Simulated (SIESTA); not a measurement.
Crystal: PtSe2 (Sudovikovite).

```
Pt Se
1.0
     3.72400    0.00000    0.00000
    -1.86200    3.22508    0.00000
     0.00000    0.00000    5.06200
Pt Se
1 2
Direct
  0.00000 0.00000 0.00000
  0.66667 0.33333 0.75000
  0.33333 0.66667 0.25000
```

Base run:

* Program: SIESTA 5.4.2
* Functional: PBE
* Potentials or basis: PseudoDojo 0.4 standard (PBE files)
* Basis: SZP (energy shift 0.003 Ry)
* Grid cutoff: 800 Ry
* Energy shift: 0.003 Ry
* k mesh: 8 × 8 × 5
* Occupations: fermi-dirac, width 0.05 eV
* Spin: no spin polarisation

Its results: band gap on the k mesh none (metal or under the smearing width); pressure 15.7 GPa; largest force 1.791 eV/Å.

Task: The run is repeated on the same cell with these changes: basis from SZP (energy shift 0.003 Ry) to TZDP (energy shift 0.003 Ry; two zetas on semicore shells). What comes out?

Result: Band gap on the k mesh none (metal or under the smearing width); pressure 10.5 GPa; largest force 1.037 eV/Å.

Caveats: short orbitals over semicore shells can move pressures by several GPa; spin-orbit coupling is left out, which moves the levels of the heavy elements; the basis of atomic orbitals isn't converged, which shifts pressures, moduli and gaps; forces of over 1 eV/Å show positions far from the minimum, so gaps and moduli don't describe the material at rest.
